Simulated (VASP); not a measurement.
**KCl (Sylvite): single point with r2SCAN**

**What was measured.**

From a printed reference work, monograph, for a bulk crystal of KCl: band gap 8.68 eV.

Crystal: KCl (Sylvite).

```
CELL_PARAMETERS angstrom
0.00000 3.14485 3.14485
3.14485 0.00000 3.14485
3.14485 3.14485 0.00000
ATOMIC_POSITIONS crystal
K 0.00000 0.00000 0.00000
Cl 0.50000 0.50000 0.50000
```

```yaml
Program: VASP 6.6.1
Task: single point
Functional: r2SCAN
Potentials_or_basis: VASP PAW PBE potentials, release 64 (K_sv, Cl)
Cutoff: 520 eV
k_mesh: 6 × 6 × 6
Occupations: methfessel-paxton, width 0.001 eV
Spin: no spin polarisation
Dipole_correction: no
Further_INCAR_settings: ALGO = Normal; EDIFF = 1e-07; NBANDS = 15
```

The pressure is 0.0 GPa. The band gap on the k mesh is 5.84 eV, direct.

Levels at points of the mesh, in eV from the valence-band top:
| k point | band 6 | band 7 | band 8 | band 9 | band 10 | band 11 |
| --- | --- | --- | --- | --- | --- | --- |
| (0.00, 0.00, 0.00) | 0.00 | 0.00 | 0.00 | 5.84 | 9.03 | 9.03 |
| (0.50, 0.00, 0.00) | -1.05 | -0.32 | -0.32 | 8.14 | 9.25 | 11.33 |
| (0.50, 0.50, 0.00) | -0.67 | -0.23 | -0.23 | 7.03 | 9.22 | 10.70 |

Run time: 68 s on 1 thread of Intel(R) Xeon(R) Platinum 8488C (Sapphire Rapids) (shared host), peak memory 0.22 GiB.

Measured gap of KCl: 8.68 eV (a printed reference work, monograph). This calculation gives 5.84 eV (-2.84 eV). The value is that of r2SCAN, without temperature or zero-point motion.

Caveat: the PAW data sets were made with another functional, which shifts forces and pressure a little.
